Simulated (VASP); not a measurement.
## VASP 6.6.1 run: SrO

INCAR

```
PREC = Accurate
GGA = PE
EDIFF = 1E-7
ISIF = 2
ISMEAR = -1
LREAL = .FALSE.
NSW = 0
SIGMA = 0.02
NELECT = 15.9
LASPH = .TRUE.
LCHARG = .FALSE.
NELM = 120
IBRION = -1
LWAVE = .FALSE.
NBANDS = 15
ENCUT = 520
```

KPOINTS

```
KPOINTS created by Atomic Simulation Environment
0
Gamma
8 8 8
0 0 0
```

POSCAR

```
Sr O
 1.0000000000000000
     0.0000000000000000    2.4274210572000001    2.5798927167999999
     2.4274210572000001    0.0000000000000000    2.5798927167999999
     2.4274210572000001    2.4274210572000001    0.0000000000000000
 Sr  O
   1   1
Cartesian
  2.4274210572000001  2.4274210572000001  2.5798927167999999
  0.0000000000000000  0.0000000000000000  0.0000000000000000
```

The recommended PBE PAW datasets give the neutral cell 16 valence electrons.

Command

```
mpirun -np 1 vasp_std
```

Question: Predict the outcome of this run.

Answer: It converged. Results: pressure 15.2 GPa.

OSZICAR

```
N       E                     dE             d eps       ncg     rms          rms(c)
DAV:   1     0.590989256834E+02    0.59099E+02   -0.72887E+03  1770   0.940E+02
DAV:   2    -0.109307235232E+02   -0.70030E+02   -0.65478E+02  2467   0.219E+02
DAV:   3    -0.139092407218E+02   -0.29785E+01   -0.29610E+01  2574   0.379E+01
DAV:   4    -0.139719339253E+02   -0.62693E-01   -0.62682E-01  2193   0.405E+00
DAV:   5    -0.139723118774E+02   -0.37795E-03   -0.37795E-03  2171   0.284E-01    0.204E+01
DAV:   6    -0.120710702562E+02    0.19012E+01   -0.54408E+00  1847   0.192E+01    0.233E+01
DAV:   7    -0.119938223503E+02    0.77248E-01   -0.19083E-01  2247   0.408E+00    0.136E+01
DAV:   8    -0.119864399775E+02    0.73824E-02   -0.83912E-02  2337   0.288E+00    0.915E-01
DAV:   9    -0.119882388968E+02   -0.17989E-02   -0.42570E-03  2398   0.464E-01    0.215E-01
DAV:  10    -0.119888526364E+02   -0.61374E-03   -0.51293E-04  1868   0.186E-01    0.350E-02
DAV:  11    -0.119889281118E+02   -0.75475E-04   -0.72436E-05  1987   0.641E-02    0.319E-02
DAV:  12    -0.119889388944E+02   -0.10783E-04   -0.15139E-05  1854   0.295E-02    0.620E-03
DAV:  13    -0.119889389142E+02   -0.19858E-07   -0.38697E-07  2162   0.601E-03
   1 F= -.11988939E+02 E0= -.11988104E+02  d E =-.167063E-02
```

Standard output (part)

```
POSCAR found type information on POSCAR SrO
 POSCAR found :  2 types and       2 ions
 LDA part: xc-table for (Slater+PW92), standard interpolation
 POSCAR, INCAR and KPOINTS ok, starting setup
 WAVECAR not read
 entering main loop
 the old and the new charge density differ
    0.204E+01
```

The cell is charged and sits in a uniform background.

For comparison, a separate PBE run of the intended cell, on usual settings and not on those above, gives a gap of 2.95 eV on its mesh and a pressure of 18.6 GPa.
